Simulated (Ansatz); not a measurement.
# EuS: the cost of one run

Method: DFT PBE+U (U_eff = 6 eV on Eu 4f), scalar-relativistic, plane waves, PAW, in Ansatz 0.2.0.

The COD entry's cell or inner coordinates are ideal or old and differ from later refinements, so a difference from it is no clean test against experiment.

These runs use a low cutoff (300 eV) and a coarse mesh on purpose, to show what cheap settings give: their numbers aren't properties of the material.

### 1 The structure to begin with

The structure is cubic, space group Fm-3m (No. 225). Conventional cell: a = 5.957 Å, b = 5.957 Å, c = 5.957 Å, α = 90.00°, β = 90.00°, γ = 90.00°. Eu (site symmetry m-3m) has 6 S at 2.98 Å as nearest neighbours. Around S (site symmetry m-3m) lie 6 Eu at 2.98 Å.

Structure file:

```
CELL_PARAMETERS angstrom
0.00000 2.97850 2.97850
2.97850 0.00000 2.97850
2.97850 2.97850 0.00000
ATOMIC_POSITIONS crystal
Eu 0.00000 0.00000 0.00000
S 0.50000 0.50000 0.50000
```

The moments start at Eu 7.00 μB.

### 2 A coarse mesh, to find the state of the open shells

The input, input.yaml:

```yaml
crystal:
  lattice:
    - [0.0, 2.9785, 2.9785]
    - [2.9785, 0.0, 2.9785]
    - [2.9785, 2.9785, 0.0]
  atoms:
    - { symbol: Eu, position: [0.0, 0.0, 0.0], spin: 7.0 }
    - { symbol: S, position: [0.5, 0.5, 0.5] }
basis:
  ecutwfc: 300
  ecutrho_ratio: 4
kpoints:
  mp_grid: { grid: [4, 4, 4] }
hamiltonian:
  xc: pbe
  hubbard: { sites: [{ species: Eu, l: f, u_eff: 6.0 }] }
scf:
  occupations: { method: gaussian, width: 0.05 }
output:
  forces: true
  stress: true
  eigenvalues: true
  populations: true
  hubbard: { sites: [{ species: Eu, l: f }] }
magnetization:
  spin_polarized: true
```

Launch:

```console
ansatz run input.yaml --threads 1 --pin off --max-ram 2560MiB --backend cpu --events-out ev --progress --plain --runs-dir out
```

**Question.** How long does this run take on 1 thread of Arm Neoverse V1, shared host, and how much memory does it need?

About 4.1 s, with a peak of 0.34 GiB.
